**How far does silicon's gap close when the crystal is squeezed?**

Squeezing a silicon crystal equally from all sides changes two gaps. The band gap is the least energy from the filled to the empty bands, whatever the wavevectors of the two states. The least direct gap keeps the wavevector the same, as light absorption without help from lattice vibrations requires. The calculations below use PBE, and the shortest distance in the table is the bond length. What should the two densest cells give?

Ansatz 0.2.0 calculations with PBE, plane waves and PAW for diamond-structure silicon, in the r2SCAN cell and uniformly strained copies of it, without spin polarisation or spin-orbit coupling. The cutoff is 420 eV, the k mesh 8×8×8 and the Fermi-Dirac smearing 0.02 eV. Gaps are the least found over the mesh, the named k points and any path between them.

| volume (Å³/atom) | shortest distance (Å) | band gap (eV) | least direct gap (eV) |
| --- | --- | --- | --- |
| 17.846 | 2.263 | ? | ? |
| 18.409 | 2.287 | ? | ? |
| 18.938 | 2.308 | 0.463 | 2.580 |
| 19.572 | 2.334 | 0.527 | 2.569 |
| 19.870 | 2.346 | 0.556 | 2.563 |
| 19.906 | 2.347 | 0.569 | 2.562 |
| 20.171 | 2.357 | 0.592 | 2.557 |
| 20.475 | 2.369 | 0.610 | 2.551 |
| 20.782 | 2.381 | 0.636 | 2.545 |
| 22.041 | 2.428 | 0.729 | 2.295 |
| 22.689 | 2.452 | 0.771 | 1.989 |
| 22.959 | 2.461 | 0.787 | 1.866 |

**Band gap: shrinking under compression**

The top of the filled bands lies at Γ, the centre of the Brillouin zone, and the lowest empty state lies most of the way towards X. Over the known rows the gap between them grows by 0.324 eV as the crystal expands. The growth per percent of volume slows from about 0.020 eV at the dense end to 0.013 eV at the loose end.

Kinetic energy offers part of a reason for the direction. If the crystal potential is ignored, the electron states are plane waves with kinetic energies in units of

$$E_a=\frac{\hbar^2}{2m}\left(\frac{2\pi}{a}\right)^2\propto V^{-2/3},$$

where $a$ is the cubic cell edge and $V$ the volume per atom. The waves that form the valence top carry $3E_a$, those of the lowest empty state about $2E_a$. In this picture compression raises the valence top more, and the gap closes.

This argument gives the right sign but only a rough size. It puts the slope near 3.3 eV per unit of $\ln V$, about twice the slope found in the calculation, because the crystal potential mixes the waves and also changes with volume. For other states even the sign can fail. The lowest empty state at L, the zone boundary along the cube diagonal, is built from waves with $2.75E_a$, so its gap from the valence top should also close under compression. The calculated levels show it opening instead, from 1.20 eV at 22.041 Å³/atom to 1.73 eV at 18.938. Kinetic energy alone therefore does not settle which way a gap moves. The calculated band energies have no common zero from one volume to the next, so they cannot show directly which edge moves.

For a forecast, the gap is better described by a slope and a steady change of that slope. The curve was fitted to the known rows except 19.906 and 20.171. In those two the lowest empty state was located on a coarser set of points, and their gaps lie about 0.01 eV too high. With $x=\ln(V/20.475)$, the volume 17.846 Å³/atom gives $x=-0.1374$ and

$$0.610+1.749x-1.768x^2=0.610-0.2404-0.0334\approx0.336\ \text{eV}.$$

**Least direct gap: two different states**

In every known row the least direct gap lies at Γ, but its upper state changes. Up to 20.782 Å³/atom this state is a p-like triplet, whose distance from the valence top hardly depends on volume. In the last three rows an s-like singlet lies lower and takes over. At 22.041 Å³/atom the triplet is still there, 2.516 eV above the valence top, on the continuation of the slow trend.

The singlet is antibonding. Atomic s levels lie well below p levels, so only strong coupling between neighbours lifts the singlet this high, and it drops quickly when the bonds lengthen. Its gap falls by roughly 0.1 eV per percent of volume, more than twenty times as fast as the triplet gap. The two should cross near 21.6 Å³/atom. Around that volume, however, the least direct gap is expected at L and not at Γ: the direct gap at L falls from 2.98 eV at 18.938 Å³/atom to 2.31 eV at 22.041, where it is only just above the singlet gap. In the dense cells the singlet is far out of reach, since at 18.938 Å³/atom it already lies 4.02 eV above the valence top.

Why the triplet gap moves so little is less clear. It separates bonding and antibonding p-like states, and a coupling that falls as the inverse square of the bond length would make it change about four times as fast as it does. In the plane-wave picture the triplet is expected to be built mainly from the same $3E_a$ waves as the valence top, which leaves little kinetic slope between them. The same holds for the singlet, however, so the very different slopes of the two must come from the crystal potential.

**Forecasts**

The direct-gap forecasts come from a similar curve through the seven triplet rows.

- Band gap at 18.409 Å³/atom: about 0.404 eV, range 0.39 to 0.42.
- Band gap at 17.846 Å³/atom: about 0.336 eV, range 0.32 to 0.36.
- Least direct gap at 18.409 Å³/atom: about 2.589 eV, range 2.58 to 2.60.
- Least direct gap at 17.846 Å³/atom: about 2.598 eV, range 2.585 to 2.61.

The band-gap ranges reach further up to allow for a coarse search of the lowest empty state.

The withheld rows as computed:

| volume (Å³/atom) | shortest distance (Å) | band gap (eV) | least direct gap (eV) |
| --- | --- | --- | --- |
| 17.846 | 2.263 | 0.336 | 2.597 |
| 18.409 | 2.287 | 0.404 | 2.589 |

All four values lie within their ranges, and neither of the two curves used for the forecasts misses by more than about 0.001 eV. The largest miss is that of the direct-gap curve at the densest cell, where the forecast was 2.598 eV and the computed value is 2.597 eV. The band gap keeps its steady change of slope, and the direct gap stays on the triplet branch. The allowance for a coarse search was not needed. A constant plus one fitted term with the kinetic scaling $V^{-2/3}$ bends too little and overshoots the densest band gap by 0.026 eV, as the printed analysis shows.

**What to do with this**

State the volume with every computed gap: near zero pressure, one percent of volume shifts the band gap by about 0.017 eV. Search finely for the lowest empty state as well, since the coarser points of those two rows already cost as much as half a percent of volume, and the gap read from the 8×8×8 mesh alone lies 0.04 eV too high at 20.475 Å³/atom, as much as a change of more than two percent of volume. Do not read the gaps themselves as those of real silicon: PBE gives only about half the measured gap of roughly 1.2 eV. The diamond structure is also held fixed here, whereas strongly squeezed silicon changes to another structure and becomes a metal. The densest cell, at 16 GPa in these calculations, is expected to be past that change, and the next, at about 12 GPa, at or near it.

For direct gaps, follow each level and not just the smallest difference. In germanium the s-like level already lies below the triplet at the normal volume, so a similar series would start on the steep branch.

Numerical output:

```
fit of band_gap on 8 rows (coarse == 0): constant 0.61 +/- 0.00018, coefficient of lnv 1.749 +/- 0.0024, coefficient of lnv**2 -1.768 +/- 0.034; rms 0.000262, worst 19.572 0.000519, leave-one-out rms 0.000484
  rows outside the fit (model, value, miss): 17.846 0.3363, 0.336, 0.000295; 18.409 0.404, 0.404, -5.81e-06; 19.906 0.5593, 0.569, -0.0097; 20.171 0.5834, 0.592, -0.00857
fit of band_gap on 8 rows (coarse == 0): constant 3.143 +/- 0.038, coefficient of u -2.538 +/- 0.039; rms 0.00413, worst 18.938 0.00672, leave-one-out rms 0.00594
  rows outside the fit (model, value, miss): 17.846 0.3617, 0.336, 0.0257; 18.409 0.4187, 0.404, 0.0147; 19.906 0.5571, 0.569, -0.0119; 20.171 0.5798, 0.592, -0.0122
fit of least_direct_gap on 7 rows (vol < 21): constant 2.551 +/- 0.00014, coefficient of lnv -0.4105 +/- 0.0079, coefficient of lnv**2 -0.4949 +/- 0.11; rms 0.000202, worst 19.572 -0.000403, leave-one-out rms 0.000871
  rows outside the fit (model, value, miss): 17.846 2.598, 2.597, 0.00115; 18.409 2.589, 2.589, 0.000151; 22.041 2.518, 2.295, 0.223; 22.689 2.504, 1.989, 0.515; 22.959 2.498, 1.866, 0.632
Rise of the band gap from 18.938 to 22.959 in eV: 0.324
Coarsely searched row 19.906 above the curve in eV: 0.0097
Coarsely searched row 20.171 above the curve in eV: 0.008567
Slope of the band gap per unit of ln V at 18.938 in eV: 2.025
Slope of the band gap per unit of ln V at 22.959 in eV: 1.344
Empty-lattice estimate of the band-gap slope per unit of ln V at 20.475 in eV: 3.262
Triplet gap at 22.041 from the levels in eV: 2.516
Triplet curve less this gap at 22.041 in eV: 0.001957
Slope of the singlet gap per unit of ln V from 22.041 to 22.959 in eV: -10.51
Estimated volume where singlet and triplet cross in A^3 per atom: 21.56
Rough straight-line singlet gap at 17.846 in eV: 4.515
Triplet slope per unit of ln V if the gap went as 1/d^2 at 20.475 in eV: -1.701
```
